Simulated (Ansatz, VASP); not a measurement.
# BAs in two plane-wave programs, part 2 of 2

One calculation is typed for both programs; each brings its own data sets and cutoff. How far apart do they land? The cell is taken from a series of VASP runs on this material, whose earlier steps may have relaxed, scaled or displaced it; both programs get it as it stands. Other levels of theory on this material are compared in a session of their own.

VASP 6.6.1 and Ansatz 0.2.0.

So far. Step 3 (VASP: band structure, r2SCAN): The run ends at a pressure of 0.82 GPa.

**5. VASP: band structure, r2SCAN, spin-orbit coupling**

Level of this step: r2SCAN, spin-orbit coupling; plane waves and PAW (As, B) (VASP).

The same path points are solved in both programs, so levels can be compared one by one.

File INCAR:

```
SYSTEM = BAs
PREC = Accurate
ENCUT = 370
EDIFF = 1E-06
NELM = 100
ISMEAR = 0
SIGMA = 0.03
LREAL = .FALSE.
ALGO = Normal
METAGGA = R2SCAN
LASPH = .TRUE.
LNONCOLLINEAR = .TRUE.
MAGMOM = 0 0 0 0 0 0
NBANDS = 20
GGA_COMPAT = .FALSE.
LSORBIT = .TRUE.
LORBIT = 11
LWAVE = .FALSE.
LCHARG = .FALSE.
KPAR = 4
```

File POSCAR:

```
BAs
1.0
    0.0000000000      2.3885000000      2.3885000000
    2.3885000000      0.0000000000      2.3885000000
    2.3885000000      2.3885000000      0.0000000000
As B
1 1
Direct
    0.7500000000      0.7500000000      0.7500000000
    0.0000000000      0.0000000000      0.0000000000
```

File KPOINTS:

```
Automatic mesh
0
Gamma
6 6 6
0 0 0
```

File KPOINTS_OPT:

```
Line mode
10
Line-mode
Reciprocal
  0.00000000   0.00000000   0.00000000 GAMMA
  0.50000000   0.00000000   0.50000000 X

  0.50000000   0.00000000   0.50000000 X
  0.50000000   0.25000000   0.75000000 W

  0.50000000   0.25000000   0.75000000 W
  0.37500000   0.37500000   0.75000000 K

  0.37500000   0.37500000   0.75000000 K
  0.00000000   0.00000000   0.00000000 GAMMA

  0.00000000   0.00000000   0.00000000 GAMMA
  0.50000000   0.50000000   0.50000000 L

  0.50000000   0.50000000   0.50000000 L
  0.62500000   0.25000000   0.62500000 U

  0.62500000   0.25000000   0.62500000 U
  0.50000000   0.25000000   0.75000000 W

  0.50000000   0.25000000   0.75000000 W
  0.50000000   0.50000000   0.50000000 L

  0.50000000   0.50000000   0.50000000 L
  0.37500000   0.37500000   0.75000000 K

  0.62500000   0.25000000   0.62500000 U
  0.50000000   0.00000000   0.50000000 X
```

Potentials, in the order of the species: As and B (PBE family, release 64).

Started as:

```
> mpirun -np 4 vasp_ncl
```

Numbers of over 12 decimals in the logs are rounded to 6 here.

Log:

```text
[banner, memory and clock lines left out]
running    4 mpi-ranks, on    1 nodes
[...]
[... a notice as in an earlier step ...]

 LDA part: xc-table for (None), standard interpolation
 POSCAR, INCAR and KPOINTS ok, starting setup
[...]
entering main loop
       N       E                     dE             d eps       ncg     rms          rms(c)
DAV:   1     0.213167591357E+01    0.21317E+01   -0.27374E+03   880   0.556E+02
DAV:   2    -0.228409234625E+02   -0.24973E+02   -0.23083E+02  1216   0.117E+02
DAV:   3    -0.238392379592E+02   -0.99831E+00   -0.98889E+00  1040   0.209E+01
DAV:   4    -0.238425777408E+02   -0.33398E-02   -0.33390E-02  1080   0.143E+00
[...]
DAV:  10    -0.222447509510E+02   -0.49849E-04   -0.31212E-05  1000   0.480E-02    0.397E-02
DAV:  11    -0.222447598849E+02   -0.89340E-05   -0.76796E-06  1056   0.257E-02    0.111E-02
DAV:  12    -0.222447594819E+02    0.40302E-06   -0.47641E-07   800   0.698E-03
   1 F= -.22244759E+02 E0= -.22244759E+02  d E =-.143750E-11  mag=     0.0000    -0.0000     0.0000
 Start KPOINTS_OPT (optional k-point list driver)
k-point batch [1-22\100]
       N       E                     dE             ncg
DAV:   1     0.393172673688E+03   -0.42448E+04      880
DAV:   2    -0.128540331821E+03   -0.52171E+03     1292
DAV:   3    -0.147943220014E+03   -0.19403E+02     1076
DAV:   4    -0.148012408964E+03   -0.69189E-01     1072
DAV:   5    -0.148012569810E+03   -0.16085E-03     1056
DAV:   6    -0.148012570405E+03   -0.59479E-06      916
[...]
k-point batch [89-100\100]
       N       E                     dE             ncg
DAV:   1     0.254083688331E+04   -0.31847E+04      480
DAV:   2     0.225087978881E+04   -0.28996E+03      668
DAV:   3     0.224116091661E+04   -0.97189E+01      612
DAV:   4     0.224113021084E+04   -0.30706E-01      560
DAV:   5     0.224113013838E+04   -0.72460E-04      608
DAV:   6     0.224113013811E+04   -0.26532E-06      472
```

OUTCAR, selected parts (step 5):

```text
  Total        0.1456887      0.1456887      0.1456887     -0.0000000      0.0000000     -0.0000000
  in kB        8.5650663      8.5650663      8.5650663     -0.0000000      0.0000000     -0.0000000
  external PRESSURE =       8.5650663 kB  Pullay stress =       0.0000000 kB

 POSITION                                       TOTAL-FORCE (eV/Angst)
 -----------------------------------------------------------------------------------
      3.58275      3.58275      3.58275        -0.000000     -0.000000     -0.000000
      0.00000      0.00000      0.00000         0.000000      0.000000      0.000000
 -----------------------------------------------------------------------------------
    total drift:                               -0.000000     -0.000000     -0.000000

  FREE ENERGIE OF THE ION-ELECTRON SYSTEM (eV)
  ---------------------------------------------------
  free  energy   TOTEN  =       -22.2447594819 eV

  energy  without entropy=      -22.2447594819  energy(sigma->0) =      -22.24475948

 magnetization (x)
# of ion       s       p       d       tot
------------------------------------------
    1       -0.000   0.000  -0.000   0.000
    2        0.000   0.000   0.000   0.000
--------------------------------------------------
tot         -0.000   0.000  -0.000   0.000

 magnetization (y)
# of ion       s       p       d       tot
------------------------------------------
    1        0.000   0.000   0.000   0.000
    2        0.000   0.000   0.000   0.000
--------------------------------------------------
tot          0.000   0.000   0.000   0.000

 magnetization (z)
# of ion       s       p       d       tot
------------------------------------------
    1        0.000   0.000   0.000   0.000
    2       -0.000   0.000   0.000  -0.000
--------------------------------------------------
tot         -0.000   0.000   0.000  -0.000

[... 1 part as in an earlier step ...]

[... 2 further parts left out ...]
[key lines of the parts left out:]
E-fermi :   6.2249
```

The run ends at a pressure of 0.86 GPa.

**6. Ansatz: band structure, r2SCAN, spin-orbit coupling**

The same cell, functional, mesh and smearing now go to Ansatz, which takes its cutoff from its data sets.

The cell is taken from a series of VASP runs on this material, whose earlier steps may have relaxed, scaled or displaced it; both programs get it as it stands.

File input.yaml:

```yaml
crystal:
  lattice:
    - [0.0, 2.3885, 2.3885]
    - [2.3885, 0.0, 2.3885]
    - [2.3885, 2.3885, 0.0]
  atoms:
    - { symbol: As, position: [0.75, 0.75, 0.75] }
    - { symbol: B, position: [0.0, 0.0, 0.0] }
hamiltonian:
  xc: r2scan
  pseudopotentials: { kind: paw_fr }
magnetization:
  noncollinear: true
  spin_orbit: true
kpoints:
  mp_grid: { grid: [6, 6, 6] }
  band_path:
    path:
      - [0.0, 0.0, 0.0]
      - [0.16667, 0.0, 0.16667]
      - [0.33333, 0.0, 0.33333]
      - [0.38889, 0.0, 0.38889]
      - [0.5, 0.0, 0.5]
      - [0.5, 0.08333, 0.58333]
      - [0.5, 0.19444, 0.69444]
      - [0.5, 0.25, 0.75]
      - [0.45833, 0.29167, 0.75]
      - [0.40278, 0.34722, 0.75]
      - [0.375, 0.375, 0.75]
      - [0.20833, 0.20833, 0.41667]
      - [0.08333, 0.08333, 0.16667]
      - [0.0, 0.0, 0.0]
      - [0.22222, 0.22222, 0.22222]
      - [0.38889, 0.38889, 0.38889]
      - [0.51389, 0.47222, 0.51389]
      - [0.55556, 0.38889, 0.55556]
      - [0.61111, 0.27778, 0.61111]
      - [0.61111, 0.25, 0.63889]
      - [0.56944, 0.25, 0.68056]
      - [0.51389, 0.25, 0.73611]
      - [0.5, 0.27778, 0.72222]
      - [0.5, 0.38889, 0.61111]
      - [0.5, 0.47222, 0.52778]
      - [0.48611, 0.48611, 0.52778]
      - [0.43056, 0.43056, 0.63889]
      - [0.38889, 0.38889, 0.72222]
      - [0.59722, 0.19444, 0.59722]
      - [0.55556, 0.11111, 0.55556]
      - [0.5, 0.0, 0.5]
    npoints: 1
scf:
  occupations: { method: gaussian, width: 0.03 }
  n_extra_bands: 14
output:
  forces: true
  stress: true
  eigenvalues: true
  write_density: true
  write_potential: true
  elf: true
  volumetric_format: npy
```

Started as:

```
> ansatz run input.yaml --threads 2 --pin off --max-ram 4608MiB --backend cpu --events-out ev --progress --plain --runs-dir out
```

Log:

```text
[...]
non-collinear run that drives no moment, with spin-orbit: no starting moment large enough to seed its density (crystal.atoms[].spin), no starting occupations that ask for one, no magnetisation constraint and no magnetic field, so the semilocal B_xc is pinned to zero
Crystal: 2 atoms, lattice volume = 27.252 Å³
[...]
k-point 1: bands = [... 14 lower, 10.2441, 10.2441, 10.3819, 10.3840, 14.6217, 14.6217, 15.3700, 15.3700, ... 10 higher]
  k-point 2: bands = [... 14 lower, 9.3534, 9.3534, 9.4962, 9.4979, 14.1870, 14.1870, 16.1004, 16.1004, ... 10 higher]
  k-point 15: bands = [... 14 lower, 5.5670, 5.6880, 5.8493, 5.8680, 15.0988, 15.1441, 15.3838, 15.3869, ... 10 higher]
[key lines of the parts left out:]
SCF converged after 7 iterations
Magnetization: |M| = 0.0000 μB,  M = (+0.0000, +0.0000, +0.0000) μB
Free energy (F): -5018.313134 eV
Fermi energy:    11.807942 eV
P = ⅓ Tr σ = 0.6419 GPa (6.419 kbar)
```

It took 7.8 s on 2 threads of Arm Neoverse V2, shared host; peak memory 0.44 GiB; 15 s of CPU time.

**7. Side by side**

What differs besides the data sets and the points named for the pairs above, as far as they apply: spin-orbit coupling enters by fully relativistic files in Ansatz and inside the spheres in VASP; the data sets hold 18 valence electrons in Ansatz (fully relativistic PAW (standard-fr) files) and 8 in VASP. Total energies have different zeros and are not compared.

The two programs side by side:

```csv
quantity,Ansatz,VASP,difference
pressure (GPa),0.64,0.86,-0.21
gap over the path points (eV),1.303,1.302,+0.001
```

Levels at points of the path, from each program's valence-band top (eV; 6 filled, then empty):

```csv
k (reciprocal lattice),Ansatz,VASP
0.000 0.000 0.000,-0.21 -0.21 0.00 0.00 0.00 0.00 3.24 3.24 3.44 3.44 3.44 3.44,-0.21 -0.21 0.00 0.00 0.00 0.00 3.24 3.24 3.45 3.45 3.45 3.45
0.167 0.000 0.167,-2.50 -2.50 -1.94 -1.94 -1.82 -1.82 2.38 2.38 5.82 5.82 5.98 5.98,-2.49 -2.49 -1.94 -1.94 -1.81 -1.81 2.38 2.38 5.81 5.81 5.97 5.97
0.333 0.000 0.333,-6.36 -6.36 -3.79 -3.79 -3.66 -3.66 1.40 1.40 3.37 3.37 9.61 9.61,-6.36 -6.36 -3.79 -3.79 -3.66 -3.66 1.40 1.40 3.36 3.36 9.59 9.59
0.389 0.000 0.389,-7.59 -7.59 -4.15 -4.15 -4.02 -4.02 1.30 1.30 2.58 2.58 10.77 10.77,-7.59 -7.59 -4.15 -4.15 -4.02 -4.02 1.30 1.30 2.58 2.58 10.74 10.74
0.500 0.000 0.500,-9.13 -9.13 -4.45 -4.45 -4.32 -4.32 1.54 1.54 1.63 1.63 12.05 12.05,-9.13 -9.13 -4.45 -4.45 -4.32 -4.32 1.54 1.54 1.62 1.62 12.02 12.02
0.500 0.083 0.583,-9.05 -9.03 -4.84 -4.77 -4.68 -4.67 2.25 2.29 2.40 2.40 11.17 11.27,-9.05 -9.03 -4.84 -4.77 -4.68 -4.67 2.25 2.29 2.39 2.40 11.14 11.24
0.500 0.194 0.694,-8.78 -8.71 -5.72 -5.59 -5.39 -5.38 4.67 4.71 5.04 5.04 8.29 8.43,-8.78 -8.71 -5.72 -5.59 -5.39 -5.38 4.66 4.70 5.03 5.04 8.28 8.41
0.500 0.250 0.750,-8.71 -8.64 -5.88 -5.74 -5.50 -5.49 5.63 5.64 6.40 6.40 7.08 7.12,-8.71 -8.64 -5.88 -5.74 -5.51 -5.49 5.61 5.62 6.39 6.40 7.07 7.11
0.458 0.292 0.750,-8.72 -8.65 -6.08 -5.96 -5.03 -4.97 4.41 4.45 6.08 6.11 7.85 7.96,-8.72 -8.65 -6.07 -5.96 -5.03 -4.97 4.40 4.44 6.07 6.09 7.84 7.95
0.403 0.347 0.750,-8.76 -8.70 -6.31 -6.21 -3.98 -3.94 2.51 2.53 5.91 5.95 9.31 9.40,-8.76 -8.70 -6.30 -6.21 -3.97 -3.94 2.51 2.53 5.90 5.94 9.29 9.38
```

Among the levels compared at these points, filled levels agree within 5 meV and empty ones within 32 meV.

**8. Ansatz: single point, LDA**

With cell and atoms fixed, the geometry can't cause a difference; cores, projectors, grids and the points listed under the comparison can.

The cell is taken from a series of VASP runs on this material, whose earlier steps may have relaxed, scaled or displaced it; both programs get it as it stands.

File input.yaml:

```yaml
crystal:
  lattice:
    - [0.0, 2.3885, 2.3885]
    - [2.3885, 0.0, 2.3885]
    - [2.3885, 2.3885, 0.0]
  atoms:
    - { symbol: As, position: [0.75, 0.75, 0.75] }
    - { symbol: B, position: [0.0, 0.0, 0.0] }
hamiltonian:
  xc: lda
  pseudopotentials: { kind: paw }
kpoints:
  mp_grid: { grid: [5, 5, 5] }
scf:
  occupations: { method: gaussian, width: 0.01 }
  n_extra_bands: 4
output:
  forces: true
  stress: true
  eigenvalues: true
```

Log:

```text
[...]
Crystal: 2 atoms, lattice volume = 27.252 Å³
Basis set: ecut = 420 eV, 531 PW (Γ)
Bands: 13, of which v1, the nominal top of the filled ones, is band 9 counted from 1 (8 counted from 0)
Symmetry: 24 space group operations
[...]
k-points: 10 of 125 (time reversal used)
[...]
--- Band table (eV; the first three rows and the last of 10) ---
  k-point 0: bands = [... 5 lower, -4.5412, 10.8560, 10.8560, 10.8560, 14.1023, 14.1023, 14.1023, 15.5024]
  k-point 1: bands = [... 5 lower, -3.8951, 7.1060, 9.9813, 9.9813, 14.0232, 15.2140, 15.2140, 17.9686]
  k-point 2: bands = [... 5 lower, -2.2202, 2.9582, 9.1500, 9.1500, 13.5843, 15.6483, 15.6483, 19.5679]
  k-point 9: bands = [... 5 lower, -0.8703, 3.3166, 5.3831, 6.6900, 15.2192, 16.0835, 16.9390, 20.4428]
[key lines of the parts left out:]
SCF converged after 6 iterations
Free energy (F): -4923.462868 eV
Fermi energy:    11.415941 eV
P = ⅓ Tr σ = -3.7874 GPa (-37.874 kbar)
```

It took 0.36 s on 2 threads; peak memory 0.25 GiB.

The run ends at a pressure of -3.79 GPa.

**9. VASP: single point, LDA**

The same cell, functional (in two slightly different forms), mesh and smearing now go to VASP, with its own data sets and cutoff.

File INCAR:

```
SYSTEM = BAs
PREC = Accurate
ENCUT = 340
EDIFF = 1E-08
NELM = 100
ISMEAR = 0
SIGMA = 0.01
LREAL = .FALSE.
ALGO = Normal
GGA = CA
NBANDS = 10
LORBIT = 11
LWAVE = .TRUE.
LCHARG = .FALSE.
KPAR = 4
```

POSCAR is that of step 5.

File KPOINTS:

```
Automatic mesh
0
Gamma
5 5 5
0 0 0
```

The projector-augmented-wave data sets are As_GW and B_GW (LDA family, release 64).

Started as:

```
> mpirun -np 4 vasp_std
```

Log:

```text
[banner, memory and clock lines left out]
running    4 mpi-ranks, on    1 nodes
[...]
LDA part: xc-table for (Slater(with rela. corr.)+CA(PZ))
 , standard interpolation
 POSCAR, INCAR and KPOINTS ok, starting setup
[...]
entering main loop
       N       E                     dE             d eps       ncg     rms          rms(c)
DAV:   1     0.686135750459E+01    0.68614E+01   -0.33948E+03   200   0.589E+02
DAV:   2    -0.129658953560E+02   -0.19827E+02   -0.18872E+02   276   0.976E+01
DAV:   3    -0.136181424723E+02   -0.65225E+00   -0.65099E+00   262   0.175E+01
DAV:   4    -0.136229715416E+02   -0.48291E-02   -0.48287E-02   266   0.162E+00
[...]
DAV:  12    -0.128651680108E+02    0.40487E-07   -0.93504E-07   244   0.553E-03    0.481E-04
DAV:  13    -0.128651680213E+02   -0.10470E-07   -0.30154E-08   242   0.131E-03    0.246E-04
DAV:  14    -0.128651680223E+02   -0.98692E-09   -0.36484E-09   140   0.285E-04
   1 F= -.12865168E+02 E0= -.12865168E+02  d E =-.123428E-17
 writing wavefunctions
```

Parts of OUTCAR (step 9):

```text
  Total       -0.6076518     -0.6076518     -0.6076518      0.0000000      0.0000000     -0.0000000
  in kB      -35.7239662    -35.7239662    -35.7239662      0.0000000      0.0000000     -0.0000000
  external PRESSURE =     -35.7239662 kB  Pullay stress =       0.0000000 kB

 POSITION                                       TOTAL-FORCE (eV/Angst)
 -----------------------------------------------------------------------------------
      3.58275      3.58275      3.58275         0.000000      0.000000      0.000000
      0.00000      0.00000      0.00000        -0.000000     -0.000000     -0.000000
 -----------------------------------------------------------------------------------
    total drift:                               -0.000001     -0.000001     -0.000000

  FREE ENERGIE OF THE ION-ELECTRON SYSTEM (eV)
  ---------------------------------------------------
  free  energy   TOTEN  =       -12.8651680223 eV

  energy  without entropy=      -12.8651680223  energy(sigma->0) =      -12.86516802

[... 3 further parts left out ...]
[key lines of the parts left out:]
E-fermi :   6.2687
```

The run ends at a pressure of -3.57 GPa.

**10. Side by side**

What differs besides the data sets and the points named for the pairs above, as far as they apply: the two LDA forms differ slightly; the cutoff is 420 eV in Ansatz and 340 eV in VASP; VASP's log shows a relativistic correction to its local exchange, Ansatz's none. Total energies have different zeros and are not compared.

Compared:

```csv
quantity,Ansatz,VASP,difference
gap on the k mesh (eV),1.120,1.111,+0.009
```

Not compared: the pressure (VASP's GW data sets at this cutoff don't carry it). A gap on the mesh is an upper bound, since the band edges may lie between its points.

**11. Results**

```yaml
difference_in_gap_over_the_path_points_band_structure_r2scan: 3.0e-4 eV
difference_in_gap_over_the_path_points_band_structure_r2scan_spin_orbit_coupling: 9.0e-4 eV
difference_in_gap_on_the_k_mesh_single_point_lda: 0.0087 eV
```

In words: The difference in gap on the k mesh is 0.0087 eV (single point, LDA), within the 0.08 eV picked in this series as the mark of a large difference. VASP's data sets differ among the pairs, so a change from pair to pair isn't the functional's or the coupling's alone. 3 further runs of this series are not shown here. Such differences can come from data sets, numerical settings and the points named under the comparisons, not from the functional's error against experiment.

[Lines on the potential files, build, host, timing and source positions are cut from VASP's logs without a mark.]

[Logs are printed without paths, hosts, clocks, repeated set-up lines and the standing remarks that a program may print on its own settings, such as how far it seeks lower states.]

[Hosts, paths, dates, database ids (printed as entryN), source tags and the programs' standing remarks are cut or masked in the printed files.]
